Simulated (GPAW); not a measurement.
# Rh (Fm-3m) in GPAW: further runs, part 2 of 2

GPAW 26.7.0. The steps go on from the part before.

## Step 4: Relaxation of cell and atoms, BLYP+D3(BJ)

The input, run.py:

```python
from ase import Atoms
from ase.calculators.mixing import SumCalculator
from ase.filters import FrechetCellFilter
from ase.io import write
from ase.optimize import BFGS
from dftd3.ase import DFTD3
from gpaw import GPAW, PW, setup_paths

setup_paths.insert(0, '.')

atoms = Atoms(['Rh'],
              cell=[[0.0, 1.89785, 1.89785],
                    [1.89785, 0.0, 1.89785],
                    [1.89785, 1.89785, 0.0]],
              scaled_positions=[[0.0, 0.0, 0.0]],
              pbc=True)

calc = GPAW(mode=PW(600),
            xc='BLYP',
            kpts={'size': (12, 12, 12), 'gamma': True},
            occupations={'name': 'fermi-dirac', 'width': 0.05},
            nbands=16,
            convergence={'density': 1e-05, 'forces': 0.0001},
            eigensolver='davidson',
            maxiter=150,
            txt='gpaw.txt')
atoms.calc = SumCalculator([calc, DFTD3(method='blyp', damping='d3bj')])
opt = BFGS(FrechetCellFilter(atoms), trajectory='relax.traj', logfile='-')
done = opt.run(fmax=0.01, steps=40)
calc.write('gs.gpw')
write('result.traj', atoms)
print('Converged:', done)
print('Cell:', atoms.cell.cellpar().round(4))
print('Volume:', round(atoms.get_volume(), 4))
print(atoms.get_scaled_positions().round(5))
```

Potentials or basis: PAW data sets generated in the run's folder for this functional, pw.

Run with:

```
$ gpaw-setup -f BLYP Rh
$ OMP_NUM_THREADS=1 python run.py
```

gpaw.txt:

```text
__  _  _
 | _ |_)|_||  |
 |__||  | ||/\| - 26.7.0

Input parameters:
  mode=PW(ecut=600.0),
  convergence={'density': 1e-05, 'forces': 0.0001},
  eigensolver=Davidson(niter=2),
  kpts=MonkhorstPack(size=(12, 12, 12), gamma=True),
  maxiter=150,
  nbands=16,
  occupations=Occupations(name='fermi-dirac', width=0.05),
  xc=XC(name='BLYP')

Diagonalizing LCAO Hamiltonian
Converting LCAO to pw mode

       Rh

Atoms  # Å, Bohr magnetons
|   | symbol |        x |        y |        z |    initial magnetic moments |
|---|--------|----------|----------|----------|-----------------------------|
| 0 |     Rh | 0.000000 | 0.000000 | 0.000000 | ( 0.0000,  0.0000,  0.0000) |

Unit cell  # Å
| periodic |        x |        y |        z |  lengths |    angles |
|----------|----------|----------|----------|----------|-----------|
|      yes | 0.000000 | 1.897850 | 1.897850 | 2.683965 | 60.000000 |
|      yes | 1.897850 | 0.000000 | 1.897850 | 2.683965 | 60.000000 |
|      yes | 1.897850 | 1.897850 | 0.000000 | 2.683965 | 60.000000 |

[... 416 lines left out ...]
|iter:   7| |   -6.199116c| -7.06 | -4.41 |      |
|iter:   8| |   -6.199116c| -7.95c| -5.75c|      |
|iter:   9| |   -6.199116c| -8.78c| -6.27c|-23.25c|

Converged in 9 steps
Energy contributions relative to reference atoms: (reference = -130149.989437)

Energy contributions:
  Kinetic:           5.765655
  Coulomb:          -7.090243
  Zero:             -0.216101
  External:          0.000000
  Xc:               -4.653682
  Entropy:          -0.009491
  Spinorbit:         0.000000
  ----------------------------
  Free energy:      -6.203861
  Extrapolated:     -6.199116

dipole moment: (-11.504335, -11.504335, -11.504335)  # |e|*Ang

Fermi level: 12.213
Eigenvalues  # (at kpt = [-0.000, -0.000, -0.000])
| band index |      eig [eV] | occ [0-2] |
|------------|---------------|-----------|
|          0 |       -34.120 |     2.000 |
|          1 |       -34.120 |     2.000 |
|          2 |       -34.120 |     2.000 |
|          3 |         4.493 |     2.000 |
|          4 |         9.151 |     2.000 |
|          5 |         9.151 |     2.000 |
[... 8 lines left out ...]
|         14 |        44.308 |     0.000 |
|         15 |        44.308 |     0.000 |

No gap
No difference between direct/indirect transitions

Stress tensor  # eV/Ang^3
|         x |         y |         z |
|-----------|-----------|-----------|
| -0.112522 | -0.000000 | -0.000000 |
| -0.000000 | -0.112522 |  0.000000 |
| -0.000000 |  0.000000 | -0.112522 |

Forces  # eV/Ang
|        x |        y |        z |
|----------|----------|----------|
| -0.00000 | -0.00000 | -0.00000 |  # Rh   0

# Writing to gs.gpw (mode='')
```

stdout:

```text
Step          Energy          fmax
BFGS:    0       -7.678578        0.307683
BFGS:    1       -7.680534        0.001062
Converged: True
Cell: [ 2.6958  2.6958  2.6958 60.     60.     60.    ]
Volume: 13.853
[[0. 0. 0.]]
```

Wall time 15 s (1 thread of Arm Neoverse V2, shared host); peak memory 0.15 GiB.

Results:

| Quantity | Value |
| --- | --- |
| Free energy | -7.6853 eV |
| Relaxed volume | 13.85 Å³/atom |
| Relaxed cell | a = 2.696 Å, b = 2.696 Å, c = 2.696 Å, α = 60.00°, β = 60.00°, γ = 60.00° |
| Space group after relaxing (to 0.05 Å) | Fm-3m (No. 225) |
| Energy gained by relaxing | 2.0 meV/atom |
| Ionic steps | 2 |
| Pressure after relaxing | 0.0 GPa |
| Band gap on the k mesh | none (metal or under the smearing width) |
| Dispersion energy per atom | -1.481 eV |

Step by step:
| step | energy change (eV) | largest force (eV/Å) | pressure (GPa) | volume (Å³) |
| --- | --- | --- | --- | --- |
| 1 | 0.0000 | 0.0000 | 3.61 | 13.67 |
| 2 | -0.0020 | 0.0000 | 0.01 | 13.85 |

Final structure:
```xyz
1
Lattice="0.0000 1.9062 1.9062 1.9062 0.0000 1.9062 1.9062 1.9062 0.0000" Properties=species:S:1:pos:R:3 pbc="T T T"
Rh    0.0000    0.0000    0.0000
```

Levels at points of the mesh, in eV from the Fermi level:
```csv
k point,band 5,band 6,band 7,band 8,band 9,band 10
"(0.00, 0.00, 0.00)",-3.06,-3.06,-3.06,-1.03,-1.03,16.59
"(0.50, 0.50, 0.00)",-5.82,0.48,0.95,0.95,3.47,12.23
"(0.50, 0.50, 0.50)",-3.14,-3.14,0.53,0.53,1.02,8.58
```

Caveat: later steps reuse the first step's grids; pairwise dispersion overbinds metals, which lowers pressure and volume. Zero-point motion and thermal expansion aren't in these numbers.

## Step 5: Relaxation of cell and atoms, BLYP+D4

The input, run.py:

```python
from ase.calculators.mixing import SumCalculator
from ase.filters import FrechetCellFilter
from ase.io import read, write
from ase.optimize import FIRE
from dftd4.ase import DFTD4
from gpaw import GPAW, PW, setup_paths

setup_paths.insert(0, '.')

atoms = read('Rh.xyz')

calc = GPAW(mode=PW(600),
            xc='BLYP',
            kpts={'size': (12, 12, 12), 'gamma': True},
            occupations={'name': 'fermi-dirac', 'width': 0.05},
            nbands=16,
            convergence={'density': 1e-05, 'forces': 0.0001},
            eigensolver='davidson',
            maxiter=150,
            txt='gpaw.txt')
atoms.calc = SumCalculator([calc, DFTD4(method='blyp')])
opt = FIRE(FrechetCellFilter(atoms), trajectory='relax.traj', logfile='-')
done = opt.run(fmax=0.01, steps=60)
calc.write('gs.gpw')
write('result.traj', atoms)
print('Converged:', done)
print('Cell:', atoms.cell.cellpar().round(4))
print('Volume:', round(atoms.get_volume(), 4))
print(atoms.get_scaled_positions().round(5))
```

The input, Rh.xyz:

```xyz
1
Lattice="0.0000000000 1.8978500000 1.8978500000 1.8978500000 0.0000000000 1.8978500000 1.8978500000 1.8978500000 0.0000000000" Properties=species:S:1:pos:R:3 pbc="T T T"
Rh     0.0000000000      0.0000000000      0.0000000000
```

Run with:

```
$ gpaw-setup -f BLYP Rh
$ OMP_NUM_THREADS=1 python run.py
```

Wall time 82 s (1 thread of Arm Neoverse V2, shared host); peak memory 0.21 GiB.

It converged, with:

* Free energy: -7.8425 eV
* Relaxed volume: 13.83 Å³/atom
* Relaxed cell: a = 2.694 Å, b = 2.694 Å, c = 2.694 Å, α = 60.00°, β = 60.00°, γ = 60.00°
* Space group after relaxing (to 0.05 Å): Fm-3m (No. 225)
* Energy gained by relaxing: 1.4 meV/atom
* Ionic steps: 14
* Pressure after relaxing: 0.0 GPa
* Band gap on the k mesh: none (metal or under the smearing width)
* Dispersion energy per atom: -1.642 eV

The path:
| step | energy change (eV) | largest force (eV/Å) | pressure (GPa) | volume (Å³) |
| --- | --- | --- | --- | --- |
| 1 | 0.0000 | 0.0000 | 3.12 | 13.67 |
| 2 | -0.0013 | 0.0000 | 0.91 | 13.78 |
| 3 | -0.0009 | 0.0000 | -1.83 | 13.92 |
| 4 | -0.0010 | 0.0000 | -1.52 | 13.91 |
| 5 | -0.0013 | 0.0000 | -0.95 | 13.88 |
| 6 | -0.0014 | 0.0000 | -0.21 | 13.84 |
| 7 | -0.0014 | 0.0000 | 0.58 | 13.80 |
| 8 | -0.0014 | 0.0000 | 0.55 | 13.80 |
| 9 | -0.0014 | 0.0000 | 0.50 | 13.80 |
| 10 | -0.0014 | 0.0000 | 0.43 | 13.81 |
| 11 | -0.0014 | 0.0000 | 0.34 | 13.81 |
| 12 | -0.0014 | 0.0000 | 0.24 | 13.82 |
| 13 | -0.0014 | 0.0000 | 0.12 | 13.82 |
| 14 | -0.0014 | 0.0000 | 0.00 | 13.83 |

Final structure:
```
Rh
1.0
     0.00000    1.90504    1.90504
     1.90504    0.00000    1.90504
     1.90504    1.90504    0.00000
Rh
1
Cartesian
  0.0000 0.0000 0.0000
```

Levels at points of the mesh, in eV from the Fermi level:
```csv
k point,band 5,band 6,band 7,band 8,band 9,band 10
"(0.00, 0.00, 0.00)",-3.07,-3.07,-3.07,-1.04,-1.04,16.59
"(0.50, 0.50, 0.00)",-5.84,0.48,0.95,0.95,3.47,12.25
"(0.50, 0.50, 0.50)",-3.15,-3.15,0.53,0.53,1.02,8.60
```

Caveat: later steps reuse the first step's grids; pairwise dispersion overbinds metals, which lowers pressure and volume. Zero-point motion and thermal expansion aren't in these numbers.

## Step 6: Summary

```csv
level,potentials or basis,cell,optimizer,fmax,max steps,target pressure,eigensolver,gap on the mesh (eV),pressure (GPa),relaxed volume (Å³/atom)
revPBE+D3(BJ),"the program's PAW data sets (release 1.2.1) made for this functional, pw",relaxed,FIRE,0.01 eV/Å,100,-,-,none,0.1,13.56
revPBE+D4,"the program's PAW data sets (release 1.2.1) made for this functional, pw",relaxed to -1 GPa,BFGS,0.02 eV/Å,60,-1 GPa,-,none,-0.9,-
BLYP+D3(BJ),"PAW data sets generated in the run's folder for this functional, pw",relaxed,BFGS,0.01 eV/Å,40,-,davidson,none,0.0,13.85
BLYP+D4,"PAW data sets generated in the run's folder for this functional, pw",relaxed,FIRE,0.01 eV/Å,60,-,davidson,none,0.0,13.83
```

Alike in all rows: task relaxation of cell and atoms; no spin polarisation; k mesh 12 × 12 × 12; cutoff (eV) 600; smearing fermi-dirac 0.05 eV.

Caveats: later steps reuse the first step's grids; pairwise dispersion overbinds metals, which lowers pressure and volume.

Absolute energies hang on the potentials; compare differences alone.
